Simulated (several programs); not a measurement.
Wurtzite ZnO, relaxed with r2SCAN in Ansatz, was computed with several methods. Space group P6_3mc (No. 186), hexagonal; conventional cell a = 3.235 Å, c = 5.211 Å, 11.81 Å³ an atom. Zn has 4 O at 1.97–1.98 Å; O has 4 Zn at 1.97–1.98 Å. Calculated for a static, non-magnetic cell.

```cif
data_structure
_symmetry_space_group_name_H-M 'P6_3mc'
_symmetry_Int_Tables_number 186
_cell_length_a 3.2353
_cell_length_b 3.2353
_cell_length_c 5.2110
_cell_angle_alpha 90.000
_cell_angle_beta 90.000
_cell_angle_gamma 120.000
_cell_volume 47.24
loop_
_atom_site_label
_atom_site_type_symbol
_atom_site_symmetry_multiplicity
_atom_site_Wyckoff_symbol
_atom_site_fract_x
_atom_site_fract_y
_atom_site_fract_z
_atom_site_occupancy
Zn1 Zn 2 b 0.33333 0.66667 0.99765 1
O1 O 2 b 0.33333 0.66667 0.37735 1
```

Gaps and times are for a single point on this cell; volume and bulk modulus come from each method's own relaxation or energy curve at fixed shape, which is too stiff where a cell has free coordinates or axes. Times are rough, from shared hosts (Arm Neoverse V1; Intel Xeon Platinum 8488C), and each method has its own mesh and cell size. A dagger marks a closed or tiny gap in a crystal that DFT finds insulating: a failure of the method or a wrong SCF state. A double dagger marks a value from a curve with shape and coordinates held. PM6 (MOPAC), PM7 (MOPAC), GFN1-xTB (tblite), GFN2-xTB (tblite) treat a cluster of cells at its zone centre, which samples few k points: where these miss a band edge, the gap comes out too large for that reason alone. Gaps from k meshes are read at a limited set of points (mesh, symmetry points, PBE's band edges), so each method's own least gap may be somewhat smaller. xTB and the PM methods were fitted mostly to molecules, and can miss a solid's gap by electronvolts. Minimal bases can be far off for gaps. Times of the plane-wave ladder aren't listed, since it ran on unlike processors and cards. GLLB-SC's gap includes the derivative discontinuity. d marks a direct gap, i an indirect one (no mark: not told apart), a dash a value that wasn't computed or didn't pass its checks.

```
                              method              kind  gap (eV)  own volume (Å³/atom)  bulk modulus (GPa)  atoms computed  processor time
                              PBEsol         semilocal         –                 11.78                   –               4               –
light PBE (260 eV and a coarse mesh)  light plane-wave    0.87 d                     –                   –               4           1.3 s
                   GFN1-xTB (tblite)     tight binding     0.02†                     –                   –         cluster           4.5 s
     non-self-consistent DFTB (CP2K)     tight binding    4.75 d                     –                   –               4           4.5 s
                         PM6 (MOPAC)    semi-empirical      3.34                     –                   –         cluster           4.9 s
                         PM7 (MOPAC)    semi-empirical      3.55                     –                   –         cluster           5.3 s
                   GFN2-xTB (tblite)     tight binding     0.19†                     –                   –         cluster           8.2 s
                                 PBE         semilocal    0.81 d                 12.33                129‡               4               –
                                 LDA         semilocal    0.74 d                 11.33                   –               4               –
                      PBE/SZV (CP2K)       small basis    0.83 d                12.85‡                124‡               4            23 s
                      GLLB-SC (GPAW)   model potential      2.07                     –                   –               4            24 s
                              r2SCAN         semilocal    1.24 d                 11.81                150‡               4               –
                     PBE/DZVP (CP2K)       small basis    0.81 d                12.48‡                127‡               4            75 s
              PBE/single zeta (GPAW)       small basis    0.53 d                     –                   –               4           100 s
                               HSE06            hybrid    2.53 d                 11.94                   –               4               –
                                PBE0            hybrid    3.22 d                     –                   –               4               –
                        Hartree-Fock    exact exchange   11.33 d                     –                   –               4               –
                             r2SCANh            hybrid    2.14 d                     –                   –               4               –
                            DDH-PBE0            hybrid    2.69 d                     –                   –               4               –
```

**Question.** How far from the measured values lie the methods that can be set against them?

**Answer.**
- Band gap, measured 3.37 eV: light PBE (260 eV and a coarse mesh) -2.50 eV, GFN1-xTB (tblite) -3.35 eV, non-self-consistent DFTB (CP2K) +1.38 eV, PM6 (MOPAC) -0.03 eV, PM7 (MOPAC) +0.18 eV, GFN2-xTB (tblite) -3.18 eV, PBE -2.56 eV, LDA -2.63 eV, PBE/SZV (CP2K) -2.54 eV, GLLB-SC (GPAW) -1.30 eV, r2SCAN -2.13 eV, PBE/DZVP (CP2K) -2.56 eV, PBE/single zeta (GPAW) -2.84 eV, HSE06 -0.84 eV, PBE0 -0.15 eV, Hartree-Fock +7.96 eV, r2SCANh -1.23 eV, DDH-PBE0 -0.68 eV.
- Volume, measured 11.9 Å³ an atom: PBEsol -1.0 %, PBE +3.6 %, LDA -4.8 %, r2SCAN -0.8 %, HSE06 +0.4 %.
The calculations are for a static lattice; samples hold vibrations, temperature and, in optical gaps, excitons. A measured value is shown where most reports agree with it, and only for the quantities listed. Sources: 3.37 eV (direct optical gap from spectroscopic ellipsometry; “n-Type conducting P doped ZnO thin films via chemical vapor deposition”; literature value cited in the introduction; sample form and temperature not stated; Tauc value 3.27 eV also quoted; 2020; pmc:9056824); 11.9 Å³ an atom (from the lattice constants; a; “Creation of Gold Nanoparticles in ZnO by Ion Implantation–DFT and Experimental Studies”; literature experimental value used as DFT input; 2020; pmc:7760233).
